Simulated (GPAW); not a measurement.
**CoSi: equation of state with PBEsol**

The system is CoSi.

```
Co Si
1.0
     4.43800    0.00000    0.00000
     0.00000    4.43800    0.00000
     0.00000    0.00000    4.43800
Co Si
4 4
Direct
  0.86000 0.64000 0.36000
  0.64000 0.36000 0.86000
  0.36000 0.86000 0.64000
  0.14000 0.14000 0.14000
  0.15700 0.34300 0.65700
  0.34300 0.65700 0.15700
  0.65700 0.15700 0.34300
  0.84300 0.84300 0.84300
```

```
Program             : GPAW 26.7.0
Task                : equation of state
Functional          : PBEsol
Potentials or basis : PAW data sets generated in the run's folder for this functional
Cutoff              : 600 eV
Basis               : pw
k mesh              : 4 × 4 × 4
Occupations         : fermi-dirac, width 0.05 eV
Spin                : collinear spin, ferromagnetic start
Starting moments    : [2.0, 2.0, 2.0, 2.0, 0.0, 0.0, 0.0, 0.0] μB
Maxiter             : 150
Eos scales          : [0.94, 0.96, 0.98, 1.0, 1.02, 1.04, 1.06]
```

The equilibrium volume is 10.69 Å³/atom. The bulk modulus at fixed shape and positions is 244 GPa and the pressure derivative of the bulk modulus is 4.4.

Energy against volume, from the lowest point:
| volume (Å³/atom) | energy (meV/atom) |
| --- | --- |
| 10.271 | 13.27 |
| 10.489 | 2.91 |
| 10.708 | 0.00 |
| 10.926 | 3.81 |
| 11.145 | 13.78 |
| 11.363 | 29.02 |
| 11.582 | 49.14 |

It took 19 min on 1 thread of Arm Neoverse V1, on a shared host, peak memory 0.55 GiB.

Caveat: the cell was scaled at fixed shape and fractional positions, which overstates the stiffness of a crystal with free parameters, most of all of layers and chains.
